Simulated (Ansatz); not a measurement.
# ZnS: the cost of one run

Program: Ansatz 0.2.0. Level of theory: DFT PBE, scalar-relativistic, plane waves, PAW. These are calculated values, not measurements.

## (1) The system as given

The structure is trigonal, space group R3m (No. 160). Conventional cell: a = 3.806 Å, b = 3.806 Å, c = 28.056 Å, α = 90.00°, β = 90.00°, γ = 120.00°. Around Zn (site symmetry 3m) lie 4 S at 2.33 to 2.34 Å. Zn (site symmetry 3m) has 4 S at 2.33 Å as nearest neighbours. S (site symmetry 3m) has 4 Zn at 2.33 to 2.34 Å as nearest neighbours. Around S (site symmetry 3m) lie 4 Zn at 2.33 Å.

Structure file:

```
CELL_PARAMETERS angstrom
1.90307 1.09874 9.35195
-1.90307 1.09874 9.35195
0.00000 -2.19748 9.35195
ATOMIC_POSITIONS crystal
Zn 0.99997 0.99997 0.99997
Zn 0.22227 0.22227 0.22227
Zn 0.44461 0.44461 0.44461
S 0.08327 0.08327 0.08327
S 0.52784 0.52784 0.52784
S 0.30536 0.30536 0.30536
```

The structure comes from the Materials Project (structure only).

## (2) A first look at the start

Input file input.yaml:

```yaml
crystal:
  lattice:
    - [1.9030712007, 1.09873867, 9.3519478348]
    - [-1.9030712007, 1.09873867, 9.3519478348]
    - [0.0, -2.19747734, 9.3519478348]
  atoms:
    - { symbol: Zn, position: [0.99997114, 0.99997114, 0.99997114] }
    - { symbol: Zn, position: [0.22226941, 0.22226941, 0.22226941] }
    - { symbol: Zn, position: [0.44461344, 0.44461344, 0.44461344] }
    - { symbol: S, position: [0.08326717, 0.08326717, 0.08326717] }
    - { symbol: S, position: [0.5278423, 0.5278423, 0.5278423] }
    - { symbol: S, position: [0.30536254, 0.30536254, 0.30536254] }
basis:
  ecutwfc: 420
kpoints:
  mp_grid: { grid: [6, 6, 6] }
hamiltonian:
  xc: pbe
scf:
  occupations: { method: gaussian, width: 0.1 }
output:
  forces: true
  stress: true
  eigenvalues: true
```

The run is started by

```console
ansatz run input.yaml --threads 4 --pin off --max-ram 5120MiB --backend cpu --events-out ev --progress --plain --runs-dir out
```

What time and memory should one allow on 4 threads of an Arm CPU, shared host?

About 3.2 s, with a peak of 0.42 GiB.
